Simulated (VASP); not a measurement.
Wanted: the native input for a VASP 6.6.1 run.

```yaml
Task: single point
Functional: PBE
Dispersion: D3(BJ)
Potentials_or_basis: VASP PAW PBE potentials, release 64 (O, H, F)
Cutoff: 520 eV
k_mesh: 1 × 1 × 1
Occupations: fermi-dirac, width 0.02 eV
Spin: no spin polarisation
Dipole_correction: no
Further_INCAR_settings: LREAL = Auto; ALGO = Fast; EDIFF = 1e-06; NBANDS = 44
```

The structure of H13O6F lies in POSCAR:

```
H13O6F
1.0
    5.7750010000      0.0000000000      0.0000000000
    0.0000000000      5.7750010000      0.0000000000
    0.0000000000      0.0000000000      5.7750010000
O H F
6 13 1
Direct
    0.6119825780      0.7177834255      0.1533333068
    0.7484154548      0.2630475735      0.9726232082
    0.9571080594      0.9509435583      0.3091947517
    0.3536969085      0.5376795606      0.5331600808
    0.8158093825      0.3798267741      0.5047271853
    0.0537662245      0.7932812479      0.7471513858
    0.4770561944      0.7917747547      0.0675497719
    0.6783721769      0.5842423231      0.0566406828
    0.6099219723      0.1581125267      0.9874976645
    0.8869089373      0.2228051562      1.0525885623
    0.8264240993      0.8459219314      0.2408138111
    0.8774370775      1.1003461298      0.3463549184
    0.4154458155      0.5038787006      0.3806752588
    0.2572120767      0.4048137827      0.5732466540
    0.7909955340      0.3719653036      0.6781124367
    0.8245539698      0.5480345371      0.4949436372
    0.0302337610      0.8925020100      0.6123808463
    0.1633765951      0.6718094075      0.6790994495
    0.1942510486     -0.0818354837      0.8631513657
    0.3010908570      0.0502337575      0.9617833832
```

The cell was built by a generator and needn't be a form met in nature.

One way to write it, as run:

INCAR

```
SYSTEM = H13O6F
  PREC = Accurate
  ENCUT = 520
  EDIFF = 1E-6
  ISMEAR = -1
  SIGMA = 0.02
  LREAL = Auto
  LASPH = .True.
  NELM = 80
  ALGO = Fast
  ISIF = 2
  LWAVE = .False.
  LCHARG = .False.
  GGA = PE
  IVDW = 12
  NBANDS = 44
```

KPOINTS

```
Automatic mesh
0
Gamma
  1 1 1
  0 0 0
```

Potentials or basis: VASP PAW PBE potentials, release 64 (O, H, F).

Run with:

```bash
$ cat potpaw_PBE.64/O/POTCAR potpaw_PBE.64/H/POTCAR potpaw_PBE.64/F/POTCAR > POTCAR
$ mpirun -np 1 vasp_gam > vasp.out
```

It gave:

| Quantity | Value |
| --- | --- |
| Pressure | -1.0 GPa |
| Largest force | 2.385 eV/Å |
| Band gap on the k mesh | 4.47 eV, direct |
| Dispersion energy per atom | -0.035 eV |

Run time: 33 s on 1 thread of AMD EPYC 7R43 64-Core Processor (Zen 3), on a shared host, peak memory 0.28 GiB.
